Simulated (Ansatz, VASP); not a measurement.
# In3Ga13O24 (Ga1.6In0.4O3, monoclinic beta-Ga2O3 type): VASP beside Ansatz

Wanted: the spread between two codes on one cell, functional and k mesh. The cell is invented: As first built, before any earlier steps moved the atoms (in the runner's words): 1x2x1 conventional cells of the Ga2O3 type (40 atoms: 24 O, 13 Ga, 3 In); Ga/In share their sites, the best of 600 random draws by like-pair counts in two shells; start lattice of Ga2O3; atoms moved at random by 0.02 A. It may not be a known or stable phase. Of the first pair: The structure shown is the start of the Ansatz relaxation below; VASP solves that cell, so the two are compared at the walk's first step.

Program: Ansatz 0.2.0. Level of theory: plane waves, with VASP 6.6.1 beside it; single point at PBE. Results are calculated unless marked as measured.

**1. Starting point**

The cell holds 40 atoms: 24 O, 13 Ga and 3 In. Cell: a = 12.214 Å, b = 6.074 Å, c = 5.798 Å, α = 90.0°, β = 103.8°, γ = 90.0°. It derives from Ga2O3 (Ga2O3 type, space group 12), repeated 1×2×1. As first built, before any earlier steps moved the atoms (in the runner's words): 1x2x1 conventional cells of the Ga2O3 type (40 atoms: 24 O, 13 Ga, 3 In); Ga/In share their sites, the best of 600 random draws by like-pair counts in two shells; start lattice of Ga2O3; atoms moved at random by 0.02 A.

**2. Ansatz: relaxation, PBE**

Ansatz runs on its default PAW (the set named soft_2) files.

The two programs are compared at the cell with which this relaxation starts, whose forces are those of its first step.

File input.yaml:

```yaml
crystal:
  lattice:
    - [12.214, 0.0, 0.0]
    - [0.0, 6.0742, 0.0]
    - [-1.38599, 0.0, 5.63001]
  atoms:
    - { symbol: O, position: [0.16004, 0.00199, 0.10891] }
    - { symbol: O, position: [0.33302, 0.25229, 0.89002] }
    - { symbol: O, position: [0.17781, 0.99269, 0.56035] }
    - { symbol: O, position: [0.32704, 0.24874, 0.43911] }
    - { symbol: O, position: [0.49739, 0.00158, 0.25684] }
    - { symbol: O, position: [0.00333, 0.2506, 0.74658] }
    - { symbol: O, position: [0.66538, 0.24309, 0.1158] }
    - { symbol: O, position: [0.83449, 0.00291, 0.88844] }
    - { symbol: O, position: [0.67568, 0.24893, 0.56852] }
    - { symbol: O, position: [0.82767, 0.99789, 0.42645] }
    - { symbol: O, position: [0.99687, 0.24676, 0.2601] }
    - { symbol: O, position: [0.50435, 0.99879, 0.74005] }
    - { symbol: O, position: [0.16351, 0.50485, 0.11324] }
    - { symbol: O, position: [0.33553, 0.75108, 0.89349] }
    - { symbol: O, position: [0.17368, 0.49407, 0.56912] }
    - { symbol: O, position: [0.32619, 0.748, 0.43692] }
    - { symbol: O, position: [0.49444, 0.49645, 0.25742] }
    - { symbol: O, position: [0.00312, 0.75144, 0.74487] }
    - { symbol: O, position: [0.6678, 0.74916, 0.11016] }
    - { symbol: O, position: [0.83483, 0.50397, 0.89199] }
    - { symbol: O, position: [0.67408, 0.75628, 0.56429] }
    - { symbol: O, position: [0.82648, 0.49574, 0.43066] }
    - { symbol: O, position: [0.99465, 0.75039, 0.25278] }
    - { symbol: O, position: [0.50234, 0.50256, 0.74145] }
    - { symbol: Ga, position: [0.08914, 0.99894, 0.79078] }
    - { symbol: Ga, position: [0.41138, 0.25478, 0.20918] }
    - { symbol: Ga, position: [0.16159, 0.24357, 0.31732] }
    - { symbol: Ga, position: [0.90907, 0.00463, 0.2032] }
    - { symbol: Ga, position: [0.6603, 0.00597, 0.31633] }
    - { symbol: Ga, position: [0.84185, 0.24962, 0.68803] }
    - { symbol: Ga, position: [0.09055, 0.49634, 0.79701] }
    - { symbol: Ga, position: [0.16194, 0.75151, 0.31808] }
    - { symbol: Ga, position: [0.34345, 0.50036, 0.68599] }
    - { symbol: Ga, position: [0.58953, 0.751, 0.79665] }
    - { symbol: Ga, position: [0.90854, 0.49928, 0.20941] }
    - { symbol: Ga, position: [0.65788, 0.50269, 0.31561] }
    - { symbol: Ga, position: [0.84124, 0.75319, 0.68844] }
    - { symbol: In, position: [0.34156, 0.00057, 0.68765] }
    - { symbol: In, position: [0.59176, 0.25169, 0.7974] }
    - { symbol: In, position: [0.4088, 0.7551, 0.20532] }
kpoints:
  mp_grid: { grid: [2, 3, 3], shift: [0.5, 0.0, 0.0] }
hamiltonian:
  xc: pbe
scf:
  occupations: { method: fermi_dirac, width: 0.01 }
output:
  forces: true
  stress: true
relax:
  f_tol: 0.02
  max_steps: 45
  cell: { stress_tol: 0.1 }
```

Run with:

```sh
$ ansatz run input.yaml --threads 8 --pin off --max-ram 15360MiB --backend cpu --events-out ev --progress --plain --runs-dir out
```

Numbers of over 12 decimals in the logs are rounded to 6 here.

The log of the run:

```text
The last accepted step is kept in <dir> (removed where the run ends without a failure and the disk answers)
Engine: ansatz 0.2.0, x86_64-unknown-linux-gnu
Pseudopotentials: kind: paw
Pseudopotential: O, paw, valence charge 6, recommended cutoff 420 eV (normal), O.paw.azcp
Pseudopotential: Ga, paw, valence charge 13, recommended cutoff 420 eV (normal), Ga.paw.azcp
Pseudopotential: In, paw, valence charge 13, recommended cutoff 420 eV (normal), In.paw.azcp
Functional definition: PBE
  parameter kappa = 0.804
  parameter beta = 0.066725
  exchange = pbe_x(kappa = kappa, mu = beta*pi^2/3)
  correlation = pbe_c(beta = beta)
Crystal: 40 atoms, lattice volume = 417.692 Å³
Basis set: ecut = 420 eV, 8175 PW (Γ), exchange–correlation on 180×90×80 points (8 copies of the dense FFT grid, shifted against one another)
Bands: 216, of which v1, the nominal top of the filled ones, is band 176 counted from 1 (175 counted from 0)
Symmetry: 1 space group operations
Space group: P1 (ITA 1), of the structure as read, at distance tolerance 7.5e-5 Å
k-points: 9 of 18 (time reversal used)
Non-local potential: O, projectors of the file, l = 0: 2, l = 1: 2, l = 2: 1
Non-local potential: Ga, projectors of the file, l = 0: 2, l = 1: 2, l = 2: 3, l = 3: 1
Non-local potential: In, projectors of the file, l = 0: 2, l = 1: 2, l = 2: 2, l = 3: 2
PAW form: soft (Blöchl's): semilocal exchange-correlation on the pseudo side does not see the compensation charge
PAW one-centre angular grid: O, 110 points (default); XC on 64 Gauss nodes
PAW one-centre angular grid: Ga, 590 points (default); XC on 64 Gauss nodes
PAW one-centre angular grid: In, 590 points (default); XC on 64 Gauss nodes
Initial density: superposition of atomic densities (neutral atoms: chi_scale 0, normalization atom), corrected by the library's trained network
Initial wavefunctions: pseudopotential atomic-orbital guess
Functional: x = pbe(κ = 0.804, μ = 0.219515), c = pbe(β = 0.066725)
SCF iter   1: F=—  HF=-79594.235286 eV  |F-HF|=—  |Δ(HF+E_count)|=         —  Δρ=1.67e-3  dr2=9.58e-3  ethr=1.77e-3  ⟨swp⟩=6.0  Hψ=7186  notcnv=0  defer=36
preconditioner: auto → Resta (q_TF=auto, 2.652 Å⁻¹)  ε∞=4.6  [insulator: Δε(μ)=2.554 eV  Ē_g=17.882 eV  σ=0.010 eV  W_gap=1.00  n_scr=140 (ndim 8)  ℏωp=34.1 eV  f_vac=0.010  D(μ)=0.00/eV (n_scr^D=0)  ε∞_Penn≈4.6]
SCF iter   2: F=—  HF=-79594.238253 eV  |F-HF|=—  |Δ(HF+E_count)|=   2.97e-3  Δρ=8.59e-4  dr2=3.22e-3  ethr=2.72e-6  ⟨swp⟩=2.0  Hψ=3891  notcnv=0  defer=294
SCF iter   3: F=—  HF=-79594.239605 eV  |F-HF|=—  |Δ(HF+E_count)|=   1.35e-3  Δρ=2.13e-4  dr2=2.98e-4  ethr=9.14e-7  ⟨swp⟩=2.0  Hψ=3084  notcnv=0  defer=294
SCF iter   4: F=—  HF=-79594.239523 eV  |F-HF|=—  |Δ(HF+E_count)|=   8.22e-5  Δρ=9.78e-5  dr2=7.54e-5  ethr=8.46e-8  ⟨swp⟩=2.0  Hψ=3003  notcnv=0  defer=294
SCF iter   5: F=—  HF=-79594.239525 eV  |F-HF|=—  |Δ(HF+E_count)|=   1.34e-6  Δρ=3.89e-5  dr2=1.24e-5  ethr=2.14e-8  ⟨swp⟩=2.0  Hψ=3016  notcnv=0  defer=294
SCF iter   6: F=—  HF=-79594.239525 eV  |F-HF|=—  |Δ(HF+E_count)|=   7.83e-8  Δρ=1.29e-5  dr2=1.09e-6  ethr=3.52e-9  ⟨swp⟩=2.0  Hψ=3018  notcnv=0  defer=294
SCF iter   7: F=-79594.239525 eV  HF=-79594.239525 eV  |F-HF|=1.03e-7  |Δ(HF+E_count)|=   6.98e-8  Δρ=4.58e-6  dr2=9.20e-8  ethr=2.84e-11  ⟨swp⟩=3.0  Hψ=7881  notcnv=0
SCF 1 converged in 7 iterations: F = -79594.239525 eV  dr2 = 9.20e-8
  greatest PAW one-centre occupation: 0.998 electrons in one spin orbital (limit 2), on the Ga atom at site 31 (counted from 0), in its partial waves of l = 2
relax step   1: F+E_penalty+E_count = -79594.23952451 eV  Δ(F+E_penalty+E_count) = +0.000e0 eV  max|allowed force component| = 4.933e0 eV/Å  Δτ_max = 0.0000 Å  P = +26.453 GPa  Ω = 417.692 Å³  (7 SCF iters, dr2 threshold 1.00e-7 eV, accepted)
Crystal: 40 atoms, lattice volume = 449.683 Å³
Basis set: ecut = 420 eV, 8795 PW (Γ), exchange–correlation on 180×90×80 points (8 copies of the dense FFT grid, shifted against one another)
Initial density: handed on by an earlier stage of this run
Initial wavefunctions: those handed on with the density
iter 1 solved again at ethr=4.63e-4 eV; its pass at ethr=3.10e-3 eV (dr2=1.63e0 eV) is discarded
SCF iter   1: F=—  HF=-79600.670335 eV  |F-HF|=—  |Δ(HF+E_count)|=         —  Δρ=2.61e-2  dr2=1.62e0  ethr=4.63e-4  ⟨swp⟩=4.4  Hψ=8810  notcnv=0
preconditioner: auto → Resta (q_TF=auto, 2.619 Å⁻¹)  ε∞=4.6  [insulator: Δε(μ)=1.924 eV  Ē_g=17.198 eV  σ=0.010 eV  W_gap=1.00  n_scr=146 (ndim 8)  ℏωp=32.9 eV  f_vac=0.031  D(μ)=0.00/eV (n_scr^D=0)  ε∞_Penn≈4.6]
SCF iter   2: F=—  HF=-79600.278178 eV  |F-HF|=—  |Δ(HF+E_count)|=   3.92e-1  Δρ=1.10e-2  dr2=2.40e-1  ethr=4.59e-4  ⟨swp⟩=5.1  Hψ=3203  notcnv=0
SCF iter   3: F=—  HF=-79600.250676 eV  |F-HF|=—  |Δ(HF+E_count)|=   2.75e-2  Δρ=3.76e-3  dr2=4.07e-2  ethr=6.83e-5  ⟨swp⟩=3.2  Hψ=3659  notcnv=0  defer=198
[...]
iter 1 solved again at ethr=9.33e-8 eV; its pass at ethr=3.10e-3 eV (dr2=3.28e-4 eV) is discarded
SCF iter   1: F=—  HF=-79601.160937 eV  |F-HF|=—  |Δ(HF+E_count)|=         —  Δρ=2.29e-4  dr2=7.32e-6  ethr=9.33e-8  ⟨swp⟩=4.7  Hψ=12833  notcnv=0
[...]
SCF converged after 5 iterations
Free energy (F): -79601.163534 eV
Harris-Foulkes:  -79601.163534 eV  (|F-HF|=2.63e-8)
Internal energy: -79601.163534 eV  (E = F + TS)
E sigma→0 (E₀):  -79601.163534 eV
Fermi energy:    8.474171 eV
--- Per-component energies (eV) ---
  E_band       = -553.985430
  E_kinetic    = 6438.509799
  E_local      = -35467.678005  (includes V_loc(G=0)·N_el)
  E_nonlocal   = 7895.194198
  E_hartree    = 15600.761033
  E_xc         = -3280.274153
  E_vxc        = -3273.273865  (∫ρ·V_xc dr)
  E_paw        = -42254.819667  (= ΣΔE_a)
  E_vpaw       = -7348.314506  (= ΣTr[D̂ρ^β])
  E_aug_tail   = 0.057783  (compensation charges beyond the density's cutoff)
  E_ewald      = -28532.914523
  E_smearing   = -0.000000  (= −TS)
  E_closure    = 0.000000  (closes the sum)
  Σ components = -79601.163534   (vs F -79601.163534, Δ=0.00e0)
--- Forces (eV/Å), atoms counted from 1 ---
  atom   1  O     -0.00041650    -0.00190409    -0.00635605
  atom   2  O     -0.00592232     0.00124636     0.00220926
  atom   3  O     -0.00419829    -0.00028577     0.00130462
  atom   4  O     -0.00440565    -0.00208775     0.00174610
  atom   5  O      0.00524073    -0.00364966     0.00073762
  atom   6  O     -0.00251162     0.00036178     0.00127727
  atom   7  O      0.00310447    -0.00099619    -0.00418873
  atom   8  O     -0.00026901    -0.00178062     0.00877935
  atom   9  O      0.00198255    -0.00036651     0.00132976
  atom  10  O      0.00588634    -0.00232863    -0.00076754
  atom  11  O      0.00291583     0.00058999     0.00127572
  atom  12  O      0.00455348     0.00153117     0.00161288
  atom  13  O     -0.00063303     0.00057806    -0.01008947
  atom  14  O     -0.00346593     0.00275092     0.00427534
  atom  15  O     -0.00718784     0.00041580     0.00272859
  atom  16  O     -0.00362747     0.00165762    -0.00154483
  atom  17  O      0.00575038     0.00383548     0.00202908
  atom  18  O     -0.00521696    -0.00007873    -0.00109036
  atom  19  O      0.00582295     0.00041243    -0.00555960
  atom  20  O      0.00079913     0.00258759     0.00774075
  atom  21  O      0.00227980    -0.00002702     0.00408274
  atom  22  O      0.00469271     0.00215450    -0.00081894
  atom  23  O      0.00024585    -0.00168677    -0.00153052
  atom  24  O     -0.00703892    -0.00154047    -0.00055355
[...]
atom  33  Ga     0.00469268    -0.00525262    -0.01096694
  atom  34  Ga    -0.00793472    -0.00406241    -0.00291856
  atom  35  Ga    -0.00076648    -0.00282087     0.00492640
  atom  36  Ga    -0.00481559    -0.00065093     0.00274277
  atom  37  Ga    -0.00506038     0.00158683    -0.01139434
  atom  38  In     0.00497717     0.00445508    -0.01543410
  atom  39  In    -0.00297527     0.00012241    -0.00295386
  atom  40  In     0.00061785    -0.00298006     0.00942168
  max |Σ_I F_I| component: 2.54e-6 eV/Å
--- Stress (GPa, compression-positive) ---
        0.038294      -0.001353       0.023089
       -0.001353       0.031242       0.000463
        0.023089       0.000464       0.017599
  P = ⅓ Tr σ = 0.0290 GPa (0.290 kbar)
--- Relaxed structure (8 steps of the walk, 8 accepted, 2 SCFs on fresh bases) ---
  F+E_penalty+E_count = -79601.16353397 eV   max|allowed force component| = 1.543e-2 eV/Å   (the final SCF, on the basis selected at the relaxed cell)
  cell:  # Å, volume = 462.9879 Å³
    - [12.640284, -0.00229818, 0.016207]
    - [-0.00114292, 6.311774, 0.000874238]
    - [-1.426892, 0.00107109, 5.801288]
  atoms:
    - { symbol: O, position: [0.157210, 0.00233074, 0.104648] }
    - { symbol: O, position: [0.340386, 0.269976, 0.903908] }
    - { symbol: O, position: [0.158762, 1.006130, 0.549412] }
    - { symbol: O, position: [0.323247, 0.262883, 0.424822] }
    - { symbol: O, position: [0.505784, 0.019419, 0.260185] }
    - { symbol: O, position: [0.0030293, 0.250217, 0.743088] }
    - { symbol: O, position: [0.681892, 0.250421, 0.129772] }
    - { symbol: O, position: [0.841326, -0.00291969, 0.890488] }
    - { symbol: O, position: [0.688031, 0.248844, 0.560608] }
    - { symbol: O, position: [0.831074, 0.990764, 0.438725] }
    - { symbol: O, position: [0.990236, 0.249625, 0.250877] }
    - { symbol: O, position: [0.506739, 0.984659, 0.741898] }
    - { symbol: O, position: [0.152420, 0.497487, 0.106819] }
    - { symbol: O, position: [0.318837, 0.733467, 0.888153] }
    - { symbol: O, position: [0.167630, 0.488341, 0.561208] }
    - { symbol: O, position: [0.311861, 0.737159, 0.432769] }
    - { symbol: O, position: [0.511930, 0.478899, 0.275653] }
    - { symbol: O, position: [0.00525255, 0.747570, 0.744888] }
    - { symbol: O, position: [0.663104, 0.749483, 0.116299] }
    - { symbol: O, position: [0.839191, 0.500621, 0.889850] }
    - { symbol: O, position: [0.678517, 0.748722, 0.571736] }
    - { symbol: O, position: [0.832094, 0.508266, 0.439050] }
    - { symbol: O, position: [0.993111, 0.749182, 0.252518] }
    - { symbol: O, position: [0.496348, 0.526393, 0.743085] }
    - { symbol: Ga, position: [0.084256, 0.999553, 0.791469] }
    - { symbol: Ga, position: [0.414390, 0.254826, 0.212574] }
    - { symbol: Ga, position: [0.150651, 0.251489, 0.307605] }
    - { symbol: Ga, position: [0.909833, -0.00163802, 0.204855] }
    - { symbol: Ga, position: [0.667735, 0.00274392, 0.320675] }
    - { symbol: Ga, position: [0.846425, 0.248827, 0.694370] }
    - { symbol: Ga, position: [0.087730, 0.498262, 0.791786] }
    - { symbol: Ga, position: [0.150917, 0.749288, 0.300307] }
    - { symbol: Ga, position: [0.332892, 0.504374, 0.681705] }
    - { symbol: Ga, position: [0.595804, 0.750935, 0.800520] }
    - { symbol: Ga, position: [0.909820, 0.500353, 0.202861] }
    - { symbol: Ga, position: [0.670304, 0.497333, 0.322821] }
    - { symbol: Ga, position: [0.845058, 0.748967, 0.686971] }
    - { symbol: In, position: [0.334761, 0.00159226, 0.684574] }
    - { symbol: In, position: [0.592646, 0.260463, 0.797871] }
    - { symbol: In, position: [0.417066, 0.744183, 0.212538] }
```

(Continued in part 2 of 2.)

[Lines on the potential files, build, host, timing and source positions are cut from VASP's logs without a mark.]

[Logs are printed without paths, hosts, clocks, repeated set-up lines and the standing remarks that a program may print on its own settings, such as how far it seeks lower states.]

[Hosts, paths, dates, database ids (printed as entryN), source tags and the programs' standing remarks are cut or masked in the printed files.]
